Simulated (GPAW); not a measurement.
**PbO2: optical spectrum with AM05**

Crystal: PbO2.

```xyz
3
Lattice="0.0000 2.7020 2.7020 2.7020 0.0000 2.7020 2.7020 2.7020 0.0000" Properties=species:S:1:pos:R:3 pbc="T T T"
Pb    0.0000    0.0000    0.0000
O     4.0530    4.0530    4.0530
O     1.3510    1.3510    1.3510
```

The cell comes from a database or a generator and needn't be the stable form of this composition.

| Item | Value |
| --- | --- |
| Program | GPAW 26.7.0 |
| Task | optical spectrum |
| Functional | AM05 |
| Potentials or basis | PAW data sets generated in the run's folder for this functional |
| Cutoff | 550 eV |
| Basis | pw |
| k mesh | 7 × 7 × 7 |
| Occupations | fermi-dirac, width 0.05 eV |
| Spin | no spin polarisation |
| Kernel | ALDA |
| Eta | 0.1 eV |
| Response ecut | 50 eV |
| Scissors | 0 eV |
| Maxiter | 150 |
| Response k mesh | 17 × 17 × 17 |
| Domega0 | 0.05 eV |
| Omega2 | 10 eV |
| Response bands | 61 |
| Directions | ["x"] |
| Intraband | yes |

- Band gap on the k mesh: none (metal or under the smearing width)

Dielectric function (mean over the directions given):
```tsv
energy (eV)	real part	imaginary part
0.25	-8.91	19.23
0.67	6.35	1.87
1.15	10.35	5.71
1.66	7.65	6.63
2.18	3.78	6.51
2.66	2.08	4.36
3.17	3.35	2.29
3.56	4.41	2.08
4.03	5.34	2.37
4.51	6.10	3.40
5.01	5.66	5.19
5.53	4.52	5.76
6.07	3.04	7.86
6.55	0.14	6.03
6.87	-0.32	4.93
7.38	0.39	3.49
7.90	0.71	2.81
8.43	1.21	2.49
8.89	2.42	3.23
9.47	2.26	4.13
9.76	1.97	4.74
10.26	-0.62	5.82
10.78	-2.89	3.40
11.31	-1.26	1.48
11.85	-0.51	1.18
12.30	-0.20	1.16
12.77	0.04	0.97
13.24	0.16	0.97
13.72	0.50	0.94
14.22	0.62	0.90
14.73	0.57	0.77
15.26	1.04	0.62
15.80	1.70	0.81
16.21	2.09	1.99
16.78	0.50	1.62
17.36	1.06	1.66
17.96	0.53	1.97
18.58	0.15	1.51
19.22	0.32	1.31
19.87	0.23	1.43
```

It took 8.7 min on 1 thread of Arm Neoverse V1 (shared host), peak memory 0.82 GiB.

Caveat: the intraband term hangs on this k mesh; the long-wavelength limit can be off by a per cent or two; these spectra lack excitons. Spin-orbit coupling is left out, which matters for the levels of Pb.
